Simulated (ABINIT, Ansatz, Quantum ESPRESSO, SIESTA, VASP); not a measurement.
# One calculation of La2O3, 6 ways

```
CELL_PARAMETERS angstrom
3.93078 0.00000 0.00000
-1.96539 3.40415 0.00000
0.00000 0.00000 6.11195
ATOMIC_POSITIONS crystal
La 0.33947 0.65881 0.24598
La 0.67546 0.33874 0.75523
O 0.00556 0.00248 0.99664
O 0.33621 0.66433 0.65016
O 0.67194 0.32665 0.35699
```

The cell is a database's computed one, not the measured one.

Atoms were shifted at random by some hundredths of an Å from the given cell, which wasn't relaxed again for these runs.

Alike in all runs: task single point; functional PBE; k mesh 8 × 8 × 5; occupations fermi-dirac, width 0.05 eV; no spin polarisation; no spin-orbit coupling. Pressure is positive in compression and, in plane waves, holds the error of the finite cutoff, which Ansatz's Pulay term estimates and takes out.

| program and potentials | plane-wave cutoff (eV) | notes | pressure (GPa) | largest force (eV/Å) | energy over the undisturbed cell (meV/atom) |
| --- | --- | --- | --- | --- | --- |
| SIESTA, files PseudoDojo sr-pbe-0.4.1-standard, DZP (energy shift 0.003 Ry; two zetas on semicore shells) | - | atomic basis | 8.61 | 0.460 | 2.45 |
| Quantum ESPRESSO, SSSP 1.3 efficiency PBE | 748 | - | 2.28 | 0.257 | 2.34 |
| Ansatz, all-electron LAPW, scalar-relativistic | - | - | 1.83 | 0.255 | - |
| Ansatz, Ansatz PAW (earlier soft set) | 420 | Pulay term of +0.26 GPa included | 1.83 | 0.255 | 2.37 |
| VASP, PBE PAW files La, O, 520 eV | 520 | - | 1.51 | 0.255 | - |
| ABINIT, JTH PAW PBE v2.0 | 626 | - | 2.66 | 0.262 | - |

Force on atom 2 (La), eV/Å:

| program and potentials | x | y | z |
| --- | --- | --- | --- |
| SIESTA, files PseudoDojo sr-pbe-0.4.1-standard, DZP (energy shift 0.003 Ry; two zetas on semicore shells) | -0.046 | -0.284 | 0.358 |
| Quantum ESPRESSO, SSSP 1.3 efficiency PBE | -0.019 | -0.186 | 0.046 |
| Ansatz, all-electron LAPW, scalar-relativistic | -0.016 | -0.181 | 0.008 |
| Ansatz, Ansatz PAW (earlier soft set) | -0.017 | -0.181 | 0.010 |
| VASP, PBE PAW files La, O, 520 eV | -0.016 | -0.181 | -0.005 |
| ABINIT, JTH PAW PBE v2.0 | -0.021 | -0.193 | 0.083 |

The pressure spans 1.51 (VASP, PBE PAW files La, O, 520 eV) to 8.61 GPa (SIESTA, files PseudoDojo sr-pbe-0.4.1-standard, DZP (energy shift 0.003 Ry; two zetas on semicore shells)), with all-electron results at 1.83. The pressure on the cell as given of SIESTA, files PseudoDojo sr-pbe-0.4.1-standard, DZP (energy shift 0.003 Ry; two zetas on semicore shells) lies far from the others; the cause wasn't traced. Rows in atomic bases carry the error of their basis and grid, which can be large.

Differences between rows come from potentials, basis sets and numerical settings, since the functional is the same but for its coding. Runs on potential files found faulty are left out.

The pressure and the z force on the second La rise together through all the rows, while the in-plane force changes little outside the SIESTA run. Symmetry explains the difference. In the ideal hexagonal sesquioxide, La sits on a threefold axis, so its in-plane force vanishes and appears here only as a restoring response to the displacement. Its height along the axis is free, and the force there also registers any mismatch between the given La-O spacing and the one each potential prefers. The shared drift therefore suggests small differences in the effective size of La, set by the repulsion between its filled 5s and 5p shells and the oxide ions, rather than an error in the stress alone.

SIESTA's displacement energy of 2.45 meV/atom lies near the others despite its largest force of 0.460 eV/Å. An energy difference for one displacement pattern can hide force errors that cancel or act along directions barely sampled, so this agreement doesn't validate its equilibrium geometry.
